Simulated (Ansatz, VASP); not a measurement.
**AlRu in VASP and in Ansatz**

The input INCAR:

```
SYSTEM = AlRu
ALGO = Normal
EDIFF = 1E-7
ENCUT = 520
ISIF = 2
ISMEAR = -1
LASPH = .True.
LCHARG = .False.
LREAL = .False.
LWAVE = .False.
NBANDS = 16
NELM = 60
PREC = Accurate
SIGMA = 0.05
```

Contents of KPOINTS:

```
k-points
0
Gamma
  9 9 9
  0 0 0
```

File POSCAR:

```
AlRu
1.0
    2.9916000000      0.0000000000      0.0000000000
    0.0000000000      2.9916000000      0.0000000000
    0.0000000000      0.0000000000      2.9916000000
Ru Al
1 1
Direct
    0.5000000000      0.5000000000      0.5000000000
    0.0000000000      0.0000000000      0.0000000000
```

input.yaml

```yaml
crystal:
  lattice:
    - [2.9916, 0.0, 0.0]
    - [0.0, 2.9916, 0.0]
    - [0.0, 0.0, 2.9916]
  atoms:
    - { symbol: Ru, position: [0.5, 0.5, 0.5] }
    - { symbol: Al, position: [0.0, 0.0, 0.0] }
kpoints:
  mp_grid: { grid: [9, 9, 9] }
  band_path:
    path:
      - [0.0, 0.0, 0.0]
      - [0.0, 0.5, 0.0]
      - [0.5, 0.5, 0.0]
      - [0.0, 0.0, 0.0]
      - [0.5, 0.5, 0.5]
      - [0.0, 0.5, 0.0]
    npoints: 12
scf:
  occupations: { method: fermi_dirac, width: 0.05 }
hamiltonian:
  xc: lda
  pseudopotentials: { kind: all_electron, lapw: { basis_error: 0.001 } }
output:
  forces: true
  stress: true
  eigenvalues: true
```

Alike in both runs: functional LDA; k mesh 9 × 9 × 9; occupations fermi-dirac, width 0.05 eV; no spin polarisation.

|  | VASP | Ansatz |
| --- | --- | --- |
| version | VASP 6.6.1 | Ansatz 0.2.0 |
| potentials or method | VASP PAW LDA potentials, release 64 (Ru_pv, Al) | all-electron LAPW, scalar-relativistic |
| plane-wave cutoff (eV) | 520 | see its input |
| task | single point | band structure |

VASP gave:

* gap on the k mesh at the Fermi level (eV): none
* pressure (GPa): -7.7

Question: Which values does Ansatz return?

Answer: gap on the k mesh at the Fermi level (eV): none; pressure (GPa): -8.2.

A gap of «none» marks a metal or a gap that the smearing closes. Ansatz ran all-electron here, so the differences hold the error of VASP's frozen core and of both bases.
